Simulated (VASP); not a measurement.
# GaAs (F-43m) in VASP: a series of runs

The runs below take GaAs through Born charges and dielectric tensor, phonons, elastic constants, with LDA, PBE.

Program: VASP 6.6.1. These are calculated values, not measurements. Logs are shortened: lines on timing, memory, paths and dates and some standing lists are left out, and cuts for length are marked.

**Experimental background.**

From “Evidence of valence band perturbations in GaAsN/GaAs(001): A combined variable-angle spectroscopic ellipsometry and modulated photoreflectance investigation”, 2008, arxiv:0805.2212, for a bulk crystal of GaAs at 300 K: band gap 1.412 ± 0.01 eV (direct).

A printed reference work, textbook reports, for a bulk crystal of GaAs at 300 K: high-frequency dielectric constant 10.89.

How close the calculation comes is told below.

## 1. Starting point

It takes space group F-43m (No. 216, cubic). Conventional cell: a = 5.654 Å, b = 5.654 Å, c = 5.654 Å, α = 90.00°, β = 90.00°, γ = 90.00°. As (site symmetry -43m) has 4 Ga at 2.45 Å as nearest neighbours. Around Ga (site symmetry -43m) lie 4 As at 2.45 Å.

## 2. Born charges and dielectric tensor, LDA

Contents of INCAR:

```
PREC     = Accurate       # precision mode
ENCUT    = 520            # plane-wave cutoff, eV
EDIFF    = 1E-8           # SCF threshold, eV
ISMEAR   = -1             # smearing method
SIGMA    = 0.05           # smearing width, eV
LREAL    = F              # projectors in reciprocal space
LASPH    = T              # aspherical terms in the spheres
NELM     = 60             # most SCF steps
ALGO     = Fast           # electronic algorithm
ISIF     = 2              # what is computed and relaxed
LWAVE    = F              # write WAVECAR
LCHARG   = F              # write CHGCAR
LEPSILON = T              # dielectric tensor by DFPT
IBRION   = 8              # ionic algorithm
```

Contents of KPOINTS:

```
regular mesh
0
Gamma
  8 8 8
```

Contents of POSCAR:

```
GaAs
1.0
    0.0000000000      2.8268500000      2.8268500000
    2.8268500000      0.0000000000      2.8268500000
    2.8268500000      2.8268500000      0.0000000000
As Ga
1 1
Direct
    0.7500000000      0.7500000000      0.7500000000
    0.0000000000      0.0000000000      0.0000000000
```

Potentials or basis: VASP PAW LDA potentials, release 64 (As, Ga_d).

On the command line:

```
$ cat potpaw_LDA.64/As/POTCAR potpaw_LDA.64/Ga_d/POTCAR > POTCAR
$ mpirun -np 1 vasp_std > vasp.out
```

OUTCAR:

```text
PREC = Accurate
   ENCUT = 520
   EDIFF = 1E-8
   ISMEAR = -1
   LREAL = F
   LASPH = T
   NELM = 60
   ISIF = 2
   LEPSILON = T
   IBRION = 8

 ion  position               nearest neighbor table
   1  0.750  0.750  0.750-   2 2.45   2 2.45   2 2.45   2 2.45
   2  0.000  0.000  0.000-   1 2.45   1 2.45   1 2.45   1 2.45

  LATTYP: Found a face centered cubic cell.
 ALAT       =     5.6537000000

  Lattice vectors:

 A1 = (   0.0000000000,   2.8268500000,   2.8268500000)
 A2 = (   2.8268500000,   0.0000000000,   2.8268500000)
 A3 = (   2.8268500000,   2.8268500000,   0.0000000000)

Analysis of symmetry for initial positions (statically):
=====================================================================
 Subroutine PRICEL returns:
 Original cell was already a primitive cell.

 Routine SETGRP: Setting up the symmetry group for a
 face centered cubic supercell.

 Subroutine GETGRP returns: Found 24 space group operations
 (whereof 24 operations were pure point group operations)
 out of a pool of 48 trial point group operations.

The static configuration has the point symmetry T_d .

Analysis of symmetry for dynamics (positions and initial velocities):
=====================================================================
 Subroutine PRICEL returns:
 Original cell was already a primitive cell.

 Routine SETGRP: Setting up the symmetry group for a
 face centered cubic supercell.

 Subroutine GETGRP returns: Found 24 space group operations
 (whereof 24 operations were pure point group operations)
 out of a pool of 48 trial point group operations.

The dynamic configuration has the point symmetry T_d .

 Subroutine INISYM returns: Found 24 space group operations
 (whereof 24 operations are pure point group operations),
 and found     1 'primitive' translations

----------------------------------------------------------------------------------------

                                     Primitive cell

  volume of cell :      45.1792

  direct lattice vectors                    reciprocal lattice vectors
     0.000000000  2.826850000  2.826850000    -0.176875321  0.176875321  0.176875321
     2.826850000  0.000000000  2.826850000     0.176875321 -0.176875321  0.176875321
     2.826850000  2.826850000  0.000000000     0.176875321  0.176875321 -0.176875321

  length of vectors
     3.997769609  3.997769609  3.997769609     0.306357042  0.306357042  0.306357042

  position of ions in fractional coordinates (direct lattice)
     0.750000000  0.750000000  0.750000000
     0.000000000  0.000000000  0.000000000

  ion indices of the primitive-cell ions
   primitive index   ion index
                 1           1
                 2           2

----------------------------------------------------------------------------------------

 KPOINTS: regular mesh

Automatic generation of k-mesh.
 Grid dimensions read from file:
 generate k-points for:    8    8    8

 Generating k-lattice:

  Cartesian coordinates                     Fractional coordinates (reciprocal lattice)
    -0.022109415  0.022109415  0.022109415     0.125000000  0.000000000  0.000000000
     0.022109415 -0.022109415  0.022109415     0.000000000  0.125000000  0.000000000
     0.022109415  0.022109415 -0.022109415     0.000000000  0.000000000  0.125000000

  Length of vectors
     0.038294630  0.038294630  0.038294630

  Shift w.r.t. Gamma in fractional coordinates (k-lattice)
     0.000000000  0.000000000  0.000000000

 Subroutine IBZKPT returns following result:
 ===========================================

[... 499 lines left out ...]

 POSITION                                       TOTAL-FORCE (eV/Angst)
 -----------------------------------------------------------------------------------
      4.24027      4.24027      4.24027        -0.000000      0.000000      0.000000
      0.00000      0.00000      0.00000         0.000000     -0.000000     -0.000000
 -----------------------------------------------------------------------------------
    total drift:                                0.000000      0.000000      0.000000

  FREE ENERGIE OF THE ION-ELECTRON SYSTEM (eV)
  ---------------------------------------------------
  free  energy   TOTEN  =        -9.6317574030 eV

  energy  without entropy=       -9.6316484314  energy(sigma->0) =       -9.63170292

 HEAD OF MICROSCOPIC STATIC DIELECTRIC TENSOR (INDEPENDENT PARTICLE, excluding Hartree and local field effects)
 ------------------------------------------------------
          67.036022     0.000000     0.000000
           0.000000    67.036022     0.000000
           0.000000     0.000000    67.036022
 ------------------------------------------------------

 Free energy of the ion-electron system (eV)
  ---------------------------------------------------
  ---------------------------------------------------
  free energy    TOTEN  =        -8.29290691 eV

  energy without entropy =       -8.29290691

------------------------ aborting loop because EDIFF is reached ----------------------------------------

--------------------------------------- Ionic step        2  -------------------------------------------

------------------------ aborting loop because EDIFF is reached ----------------------------------------

--------------------------------------- Ionic step        3  -------------------------------------------

------------------------ aborting loop because EDIFF is reached ----------------------------------------

 PIEZOELECTRIC TENSOR FIELD DIRECTION 3  (e Angst)
 -----------------------------------------------------------------------------
    -0.00051  3.47726  0.00000           (  0.00000  0.01756  0.00000)
     3.47726 -0.00051  0.00000           (  0.01756  0.00000  0.00000)
     0.00000  0.00000 -0.00114           (  0.00000  0.00000 -0.00000)

 PIEZOELECTRIC TENSOR FIELD DIRECTION 3  (C/m^2)
 -----------------------------------------------------------------------------
    -0.00018  1.23313  0.00000
     1.23313 -0.00018  0.00000
     0.00000  0.00000 -0.00040

--------------------------------------- Ionic step        4  -------------------------------------------

------------------------ aborting loop because EDIFF is reached ----------------------------------------

[... ionic steps 5 to 6 ...]

--------------------------------------- Ionic step        7  -------------------------------------------

 Free energy of the ion-electron system (eV)
  ---------------------------------------------------
  ---------------------------------------------------
  free energy    TOTEN  =        -0.16556521 eV

  energy without entropy =       -0.16556521

------------------------ aborting loop because EDIFF is reached ----------------------------------------

 INTERNAL STRAIN TENSOR  FOR ION    2  DIRECTION 1   (eV/Angst):
 -----------------------------------------------------------------------------
     0.00672  0.00000  0.00000
     0.00000 -0.00249 -6.34454
     0.00000 -6.34454 -0.00249

 MACROSCOPIC STATIC DIELECTRIC TENSOR (including local field effects in DFT)
 ------------------------------------------------------
          66.071712     0.000000    -0.000000
          -0.000000    66.071712    -0.000000
          -0.000000     0.000000    66.071712
 ------------------------------------------------------

 PIEZOELECTRIC TENSOR (including local field effects)  for field in x, y, z        (e  Angst)
          XX          YY          ZZ          XY          YZ          ZX
  --------------------------------------------------------------------------------
  x    -0.00000    -0.00000     0.00000     0.00000     3.48709     0.00000
  y     0.00000    -0.00000     0.00000     0.00000     0.00000     3.48709
  z    -0.00000     0.00000    -0.00000     3.48709     0.00000     0.00000

 PIEZOELECTRIC TENSOR (including local field effects)  for field in x, y, z        (C/m^2)
          XX          YY          ZZ          XY          YZ          ZX
  --------------------------------------------------------------------------------
  x    -0.00000    -0.00000     0.00000     0.00000     1.23662     0.00000
  y     0.00000    -0.00000     0.00000     0.00000     0.00000     1.23662
  z    -0.00000     0.00000    -0.00000     1.23662     0.00000     0.00000

 BORN EFFECTIVE CHARGES (including local field effects) (in |e|, cummulative output)
 ---------------------------------------------------------------------------------
 ion    1
    1    -2.35923     0.00000     0.00000
    2     0.00000    -2.35923     0.00000
    3     0.00000     0.00000    -2.35923
 ion    2
    1     2.35923    -0.00000     0.00000
    2    -0.00000     2.35923     0.00000
    3     0.00000    -0.00000     2.35923

 INTERNAL STRAIN TENSOR FOR ION    2 for displacements in x,y,z  (eV/Angst):
          X           Y           Z          XY          YZ          ZX
  --------------------------------------------------------------------------------
  x     0.00000    -0.00000    -0.00000     0.00000    -6.34454     0.00000
  y    -0.00000     0.00000    -0.00000     0.00000     0.00000    -6.34454
  z    -0.00000    -0.00000     0.00000    -6.34454     0.00000     0.00000

 SECOND DERIVATIVES (NOT SYMMETRIZED)
 ------------------------------------
               1X          1Y          1Z          2X          2Y          2Z
  1X    -9.082640    0.000000    0.000000    9.082640    0.000000    0.000000
  1Y     0.000000   -9.082640    0.000000    0.000000    9.082640    0.000000
  1Z     0.000000    0.000000   -9.082640    0.000000    0.000000    9.082640
  2X     9.039970    0.000000    0.000000   -9.039970    0.000000    0.000000
  2Y     0.000000    9.039970    0.000000    0.000000   -9.039970    0.000000
  2Z     0.000000    0.000000    9.039970    0.000000    0.000000   -9.039970

 Eigenvectors and eigenvalues of the dynamical matrix
 ----------------------------------------------------

   1 f  =    7.830456 THz    49.200203 2PiTHz  261.195882 cm-1    32.384147 meV
             X         Y         Z           dx          dy          dz
      4.240275  4.240275  4.240275     0.000000    0.000000   -0.695129
      0.000000  0.000000  0.000000     0.000000    0.000000    0.718885
[... 21 lines left out ...]
   6 f/i=    0.009213 THz     0.057889 2PiTHz    0.307324 cm-1     0.038103 meV
             X         Y         Z           dx          dy          dz
      4.240275  4.240275  4.240275    -0.167398   -0.212365   -0.666089
      0.000000  0.000000  0.000000    -0.161867   -0.205348   -0.644078

--------------------------------------------------------------------------------------------------------

 MACROSCOPIC STATIC DIELECTRIC TENSOR IONIC CONTRIBUTION
 ------------------------------------------------------
           2.460230    -0.000000     0.000000
          -0.000000     2.460230    -0.000000
           0.000000    -0.000000     2.460230
 ------------------------------------------------------

 ELASTIC MODULI CONTR FROM IONIC RELAXATION (kBar)
 Direction    XX          YY          ZZ          XY          YZ          ZX
 --------------------------------------------------------------------------------
 XX          -0.0000     -0.0000     -0.0000      0.0000     -0.0000      0.0000
 YY          -0.0000     -0.0000     -0.0000      0.0000      0.0000      0.0000
 ZZ          -0.0000     -0.0000     -0.0000     -0.0000      0.0000      0.0000
 XY           0.0000      0.0000     -0.0000   -159.2072      0.0000      0.0000
 YZ          -0.0000      0.0000      0.0000      0.0000   -159.2072      0.0000
 ZX           0.0000      0.0000      0.0000      0.0000      0.0000   -159.2072
 --------------------------------------------------------------------------------

 PIEZOELECTRIC TENSOR IONIC CONTR  for field in x, y, z        (C/m^2)
          XX          YY          ZZ          XY          YZ          ZX
  --------------------------------------------------------------------------------
  x    -0.00000     0.00000     0.00000     0.00000    -0.58890     0.00000
  y     0.00000     0.00000     0.00000     0.00000     0.00000    -0.58890
  z     0.00000     0.00000    -0.00000    -0.58890     0.00000     0.00000
```

Run time: 5.6 min. Hardware: 1 thread of AMD EPYC 9R45 (Zen 5), shared host; peak memory 0.25 GiB.

Results:

```
Band gap on the k mesh                                  : 0.33 eV, direct
Electronic dielectric tensor (diagonal)                 : 66.07
Born charges (mean of the diagonal)                     : As -2.36; Ga +2.36 e
Highest phonon frequency at Γ, LO-TO splitting left out : 261 cm⁻¹
```

Phonon frequencies in cm⁻¹ (negative: imaginary):
```
              q point        frequencies
(0.000, 0.000, 0.000)  0 0 0 261 261 261
```

Electronic dielectric tensor:
```
66.07  0.00  0.00
 0.00 66.07  0.00
 0.00  0.00 66.07
```

Born effective charge tensors (e):
atom 1, As
```
-2.36  0.00  0.00
 0.00 -2.36  0.00
 0.00  0.00 -2.36
```
atom 2, Ga
```
2.36 0.00 0.00
0.00 2.36 0.00
0.00 0.00 2.36
```

Caveat: the gap is small at this level, which inflates the dielectric constant.

[end of part 1 of 2]
